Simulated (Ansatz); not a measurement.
# RbBr (zincblende type): testing the settings of Wannier runs

Which of these Wannier inputs for RbBr (zincblende type) end well? Each is run as it stands.

Program: Ansatz 0.2.0. Level of theory: plane waves, PAW; the settings change from run to run, as each input shows. These are calculated values, not measurements.

1 further run of the same task is left out (it didn't finish).

### 1 Starting point

It takes space group F-43m (No. 216, cubic). Conventional cell: a = 7.739 Å, b = 7.739 Å, c = 7.739 Å, α = 90.00°, β = 90.00°, γ = 90.00°. Rb (site symmetry -43m) has 4 Br at 3.35 Å as nearest neighbours. Br (site symmetry -43m) has 4 Rb at 3.35 Å as nearest neighbours.

As a file:

```xyz
2
Lattice="0.0000 3.8695 3.8695 3.8695 0.0000 3.8695 3.8695 3.8695 0.0000" Properties=species:S:1:pos:R:3 pbc="T T T"
Rb    0.0000    0.0000    0.0000
Br    1.9347    1.9347    1.9347
```

Cell and atoms come from an earlier r2SCAN relaxation.

### 2 Try 1

input.yaml

```yaml
crystal:
  lattice:
    - [0.0, 3.8694968646, 3.8694968646]
    - [3.8694968646, 0.0, 3.8694968646]
    - [3.8694968646, 3.8694968646, 0.0]
  atoms:
    - { symbol: Rb, position: [0.0, 0.0, 0.0] }
    - { symbol: Br, position: [0.25, 0.25, 0.25] }
kpoints:
  mp_grid: { grid: [4, 4, 4] }
  band_path:
    path:
      - [[0.0, 0.0, 0.0], [-0.5, -0.5, 6.837303537599e-17], [-0.375, -0.375, 0.25]]
      - [[-0.375, 2.090101044909e-17, 0.375], [0.0, 0.0, 0.0], [-1.384351585152e-16, 2.922827327631e-18, 0.5], [-0.5, -0.25, 0.25], [-0.5, -0.5, 6.837303537599e-17]]
    npoints: 10
hamiltonian:
  xc: pbe
scf:
  occupations: { method: fixed }
  n_extra_bands: 6
output:
  forces: false
  stress: false
  eigenvalues: true
  wannier:
    kmesh: [4, 4, 4]
    projections: [{ species: Rb, l: s, shell: 5 }, { species: Br, l: p, shell: 4 }]
    minimise: true
    write_hr: true
    conv_tol: 1.0e-08
    max_iter: 1000
    disentanglement: { window: [-11.02, 15.06], frozen_window: [-8.02, 3.86] }
```

On the command line:

```console
$ ansatz run input.yaml --threads 4 --pin off --max-ram 3686MiB --backend cpu --events-out ev --progress --plain --runs-dir out
```

Standard output (excerpt; [...] marks lines left out):

```text
Warning: RAYON_NUM_THREADS=4 ignored (pool sized by the plan → 4); use --threads N
scf.n_extra_bands = 6 over 8 filled bands (N_el = 16.0): the run solves 14 bands
[...]
Pseudopotentials: kind: paw
Pseudopotential: Rb, paw, valence charge 9, recommended cutoff 420 eV (normal), Rb.paw.azcp
Pseudopotential: Br, paw, valence charge 7, recommended cutoff 420 eV (normal), Br.paw.azcp
Functional definition: PBE
[...]
Crystal: 2 atoms, lattice volume = 115.876 Å³
Basis set: ecut = 420 eV, 2229 PW (Γ)
Bands: 14, of which v1, the nominal top of the filled ones, is band 8 counted from 1 (7 counted from 0)
Symmetry: 24 space group operations
Space group: F-43m (ITA 216), of the structure as read, at distance tolerance 4.9e-5 Å
k-points: 8 of 64 (time reversal used)
[...]
SCF iter   1: F=—  HF=-6053.882363 eV  |F-HF|=—  |Δ(HF+E_count)|=         —  Δρ=2.59e-4  dr2=1.48e-4  ethr=1.77e-3  ⟨swp⟩=6.0  Hψ=600  notcnv=0  defer=28
[...]
SCF iter   6: F=-6053.882683 eV  HF=-6053.882683 eV  |F-HF|=1.34e-10  |Δ(HF+E_count)|=   2.11e-8  Δρ=1.33e-7  dr2=2.37e-11  ethr=1.14e-11  ⟨swp⟩=8.5  Hψ=689  notcnv=0
[...]
NSCF: frozen V_eff on 62 k-points
NSCF: frozen V_eff on 10 k-points
the Wannier pass solved 10 of the 64 points of its mesh, and has the states at the others by symmetry: states obtained by the crystal's operations at points that were solved too leave a residual of 6.06e-14 eV (read by the count's bands and the next), within 6.67e-6 eV
NSCF: frozen V_eff on 10 k-points
the Wannier pass solved 10 of the 64 points of its mesh, and has the states at the others by symmetry: states obtained by the crystal's operations at points that were solved too leave a residual of 2.48e-13 eV (read by the count's bands and the next), within 6.67e-6 eV
NSCF: frozen V_eff on 10 k-points
the Wannier pass solved 10 of the 64 points of its mesh, and has the states at the others by symmetry: states obtained by the crystal's operations at points that were solved too leave a residual of 2.57e-13 eV (read by the count's bands and the next), within 6.67e-6 eV
NSCF: frozen V_eff on 10 k-points
the Wannier pass solved 10 of the 64 points of its mesh, and has the states at the others by symmetry: states obtained by the crystal's operations at points that were solved too leave a residual of 4.00e-13 eV (read by the count's bands and the next), within 6.67e-6 eV
SCF converged after 6 iterations
Free energy (F): -6053.882683 eV
[...]
E sigma→0 (E₀):  -6053.882683 eV
Fermi energy:    -1.015170 eV
[...]
--- Band table (eV; the first three rows and the last of 8) ---
  k-point 0: bands = ["-25.6075", "-12.8897", "-9.7116", "-9.7116", "-9.7116", "-1.1034", "-1.1034", "-1.1034", "3.0597", "7.1443", "7.1443", "8.1050", "8.1050", "8.1050"]
[...]
Wannier search: line search 1 of at most 1000: gauge-dependent spread (as the search counts it) 0.2154730 Å², largest recent change 5.4e-2 Å² and fall left 7.2e-5 Å² against conv_tol 1.0e-8 Å², 0 stops escaped
WARN: <dir> 54 periodic images of 48 elements of H(R) lie 4.88e-4 to 1.95e-3 Å beyond their element's nearest image, near the 9.77e-4 Å window within which an element is shared among its images; whether they share it moves the interpolated H(k) by 7.3e-3 eV (Frobenius norm, root mean [...]
```

Run time: 4.5 s. Hardware: 4 threads of Arm Neoverse V1, shared host; peak memory 0.36 GiB.

The windows are typed on the program's own energy scale, on which the last band filled by count tops at -1.02 eV.

The head of wannier.spreads.toml:

```toml
omega_i_ang2 = 10.335932842312161
omega_d_ang2 = 0.0059603339976449475
omega_od_ang2 = 0.19191771734929733
omega_total_ang2 = 10.533810893659103
least_projectability = 0.6762636296413347
b_vectors_match_mmn = true
n_iter = 20
converged = true
rejected_fitted_steps = 0
dis_converged = true
dis_n_iter = 105
dis_n_moved = 0
dis_level_miss = 0.0054704501440361155
```

The functions (centres in Å, on-site energies from the top of the filled bands):

```csv
n,x,y,z,spread (Å²),on-site (eV),nearest atoms,distance (Å)
1,0.000,0.000,0.000,5.358,6.560,Rb1,0.00
2,1.933,1.934,1.936,1.725,0.013,Br2,0.00
3,1.936,1.937,1.936,1.725,0.013,Br2,0.00
4,1.936,1.934,1.933,1.725,0.013,Br2,0.00
```

Along the path each interpolated band stays within 0.02, 0.02, 0.00, 0.80 eV of the nearest computed level, from the lowest band up; bands outside the frozen window needn't match, and between the mesh's points a coarse mesh lets the others stray too.

### 3 Try 2

Changes to input.yaml since step 2:

```diff
@@ -26,7 +26,10 @@
     kmesh: [4, 4, 4]
-    projections: [{ species: Rb, l: s, shell: 5 }, { species: Br, l: p, shell: 4 }]
+    projections: [{ species: Br, l: p, shell: 4 }]
     minimise: true
     write_hr: true
-    conv_tol: 1.0e-08
+    conv_tol: 0.001
     max_iter: 1000
-    disentanglement: { window: [-11.02, 15.06], frozen_window: [-8.02, 3.86] }
+  write_density: true
+  write_potential: true
+  elf: true
+  volumetric_format: npy
```

On the command line:

```console
$ ansatz run input.yaml --threads 4 --pin off --max-ram 3686MiB --backend cpu --events-out ev --progress --plain --runs-dir out
```

Standard output (excerpt; [...] marks lines left out):

```text
Warning: RAYON_NUM_THREADS=4 ignored (pool sized by the plan → 4); use --threads N
scf.n_extra_bands = 6 over 8 filled bands (N_el = 16.0): the run solves 14 bands
[...]
Pseudopotentials: kind: paw
Pseudopotential: Rb, paw, valence charge 9, recommended cutoff 420 eV (normal), Rb.paw.azcp
Pseudopotential: Br, paw, valence charge 7, recommended cutoff 420 eV (normal), Br.paw.azcp
Functional definition: PBE
[...]
Crystal: 2 atoms, lattice volume = 115.876 Å³
Basis set: ecut = 420 eV, 2229 PW (Γ)
Bands: 14, of which v1, the nominal top of the filled ones, is band 8 counted from 1 (7 counted from 0)
Symmetry: 24 space group operations
Space group: F-43m (ITA 216), of the structure as read, at distance tolerance 4.9e-5 Å
k-points: 8 of 64 (time reversal used)
[...]
SCF iter   1: F=—  HF=-6053.882363 eV  |F-HF|=—  |Δ(HF+E_count)|=         —  Δρ=2.59e-4  dr2=1.48e-4  ethr=1.77e-3  ⟨swp⟩=6.0  Hψ=600  notcnv=0  defer=28
[...]
SCF iter   6: F=-6053.882683 eV  HF=-6053.882683 eV  |F-HF|=1.34e-10  |Δ(HF+E_count)|=   2.11e-8  Δρ=1.33e-7  dr2=2.37e-11  ethr=1.14e-11  ⟨swp⟩=8.5  Hψ=689  notcnv=0
[...]
NSCF: frozen V_eff on 62 k-points
NSCF: frozen V_eff on 10 k-points
the Wannier pass solved 10 of the 64 points of its mesh, and has the states at the others by symmetry: states obtained by the crystal's operations at points that were solved too leave a residual of 1.88e-13 eV (read by the count's bands and the next), within 6.67e-6 eV
WARN: The input density's exchange-correlation potential varies sharply where the density is thin. Do not read a vacuum level from v_tot or v_xc, or from such a field of the output density. On a cell that repeats whose density bears no net charge and no dipole along the vacuum's axis use [...]
SCF converged after 6 iterations
Free energy (F): -6053.882683 eV
[...]
E sigma→0 (E₀):  -6053.882683 eV
Fermi energy:    -1.015170 eV
[...]
--- Band table (eV; the first three rows and the last of 8) ---
  k-point 0: bands = ["-25.6075", "-12.8897", "-9.7116", "-9.7116", "-9.7116", "-1.1034", "-1.1034", "-1.1034", "3.0597", "7.1443", "7.1443", "8.1050", "8.1050", "8.1050"]
[...]
Wannier search: line search 1 of at most 1000: gauge-dependent spread (as the search counts it) 0.0407165 Å², largest recent change 9.1e-7 Å² and fall left 2.0e-11 Å² against conv_tol 1.0e-3 Å², 0 stops escaped
```

Run time: 2 s. Hardware: 4 threads of Arm Neoverse V1, shared host; peak memory 0.33 GiB.

wannier.win names the bands that the functions span: 6-8 (counted from 1; 8 are filled).

The head of wannier.spreads.toml:

```toml
omega_i_ang2 = 5.393616262652522
omega_d_ang2 = 0.0004403083697261002
omega_od_ang2 = 0.01865658076464623
omega_total_ang2 = 5.412713151786894
least_projectability = 0.97934430042072
b_vectors_match_mmn = true
n_iter = 10
converged = true
rejected_fitted_steps = 0
```

The functions (centres in Å, on-site energies from the top of the filled bands):

```csv
n,x,y,z,spread (Å²),on-site (eV),nearest atoms,distance (Å)
1,1.916,1.925,1.925,1.804,-0.127,Br2,0.02
2,1.944,1.954,1.926,1.804,-0.127,Br2,0.02
3,1.945,1.925,1.953,1.804,-0.127,Br2,0.02
```

Along the path each interpolated band stays within 0.00, 0.00, 0.00 eV of the nearest computed level, from the lowest band up.

### 4 Try 3

Changes to input.yaml since step 3:

```diff
@@ -25,3 +25,3 @@
   wannier:
-    kmesh: [4, 4, 4]
+    kmesh: [2, 2, 2]
     projections: [{ species: Br, l: p, shell: 4 }]
@@ -29,7 +29,3 @@
     write_hr: true
-    conv_tol: 0.001
+    conv_tol: 1.0e-08
     max_iter: 1000
-  write_density: true
-  write_potential: true
-  elf: true
-  volumetric_format: npy
```

On the command line:

```console
$ ansatz run input.yaml --threads 4 --pin off --max-ram 3686MiB --backend cpu --events-out ev --progress --plain --runs-dir out
```

Standard output (excerpt; [...] marks lines left out):

```text
Warning: RAYON_NUM_THREADS=4 ignored (pool sized by the plan → 4); use --threads N
scf.n_extra_bands = 6 over 8 filled bands (N_el = 16.0): the run solves 14 bands
[...]
Pseudopotentials: kind: paw
Pseudopotential: Rb, paw, valence charge 9, recommended cutoff 420 eV (normal), Rb.paw.azcp
Pseudopotential: Br, paw, valence charge 7, recommended cutoff 420 eV (normal), Br.paw.azcp
Functional definition: PBE
[...]
Crystal: 2 atoms, lattice volume = 115.876 Å³
Basis set: ecut = 420 eV, 2229 PW (Γ)
Bands: 14, of which v1, the nominal top of the filled ones, is band 8 counted from 1 (7 counted from 0)
Symmetry: 24 space group operations
Space group: F-43m (ITA 216), of the structure as read, at distance tolerance 4.9e-5 Å
k-points: 8 of 64 (time reversal used)
[...]
SCF iter   1: F=—  HF=-6053.882363 eV  |F-HF|=—  |Δ(HF+E_count)|=         —  Δρ=2.59e-4  dr2=1.48e-4  ethr=1.77e-3  ⟨swp⟩=6.0  Hψ=600  notcnv=0  defer=28
[...]
SCF iter   6: F=-6053.882683 eV  HF=-6053.882683 eV  |F-HF|=1.34e-10  |Δ(HF+E_count)|=   2.11e-8  Δρ=1.33e-7  dr2=2.37e-11  ethr=1.14e-11  ⟨swp⟩=8.5  Hψ=689  notcnv=0
[...]
NSCF: frozen V_eff on 62 k-points
NSCF: frozen V_eff on 5 k-points
the Wannier pass solved 5 of the 8 points of its mesh, and has the states at the others by symmetry: states obtained by the crystal's operations at points that were solved too leave a residual of 1.23e-13 eV (read by the count's bands and the next), within 8.33e-6 eV
SCF converged after 6 iterations
Free energy (F): -6053.882683 eV
[...]
E sigma→0 (E₀):  -6053.882683 eV
Fermi energy:    -1.015170 eV
[...]
--- Band table (eV; the first three rows and the last of 8) ---
  k-point 0: bands = ["-25.6075", "-12.8897", "-9.7116", "-9.7116", "-9.7116", "-1.1034", "-1.1034", "-1.1034", "3.0597", "7.1443", "7.1443", "8.1050", "8.1050", "8.1050"]
[...]
Wannier search: line search 1 of at most 1000: gauge-dependent spread (as the search counts it) 0.1007293 Å², largest recent change 9.7e-17 Å² and fall left 1.7e-21 Å² against conv_tol 1.0e-8 Å², 0 stops escaped
```

Wall time 1.8 s (4 threads of Arm Neoverse V1, shared host); peak memory 0.33 GiB.

wannier.win names the bands that the functions span: 6-8 (counted from 1; 8 are filled).

The head of wannier.spreads.toml:

```toml
omega_i_ang2 = 4.560889975168381
omega_d_ang2 = 0.0015217614950409268
omega_od_ang2 = 0.04067439953534146
omega_total_ang2 = 4.603086136198764
least_projectability = 0.9833327766971849
b_vectors_match_mmn = true
n_iter = 15
converged = true
rejected_fitted_steps = 0
```

The functions (centres in Å, on-site energies from the top of the filled bands):

```csv
n,x,y,z,spread (Å²),on-site (eV),nearest atoms,distance (Å)
1,1.927,1.939,1.939,1.534,-0.124,Br2,0.01
2,1.939,1.927,1.939,1.534,-0.124,Br2,0.01
3,1.939,1.939,1.927,1.534,-0.124,Br2,0.01
```

Along the path each interpolated band stays within 0.10, 0.04, 0.02 eV of the nearest computed level, from the lowest band up.

### 5 Summary

| try | settings | ended | result | time |
| --- | --- | --- | --- | --- |
| 1 | PBE, 4 functions, 4×4×4, window -11.02 to 15.06 eV, frozen -8.02 to 3.86 eV | converged | spread 10.53 Å² | 4.5 s |
| 2 | PBE, 3 functions, 4×4×4 | converged | spread 5.41 Å² | 2 s |
| 3 | PBE, 3 functions, 2×2×2 | converged | spread 4.60 Å² | 1.8 s |

3 converged. Over the sound inputs the mean spread of a function spans 1.53 to 2.63 Å². These numbers test the settings; they aren't properties of the solid.
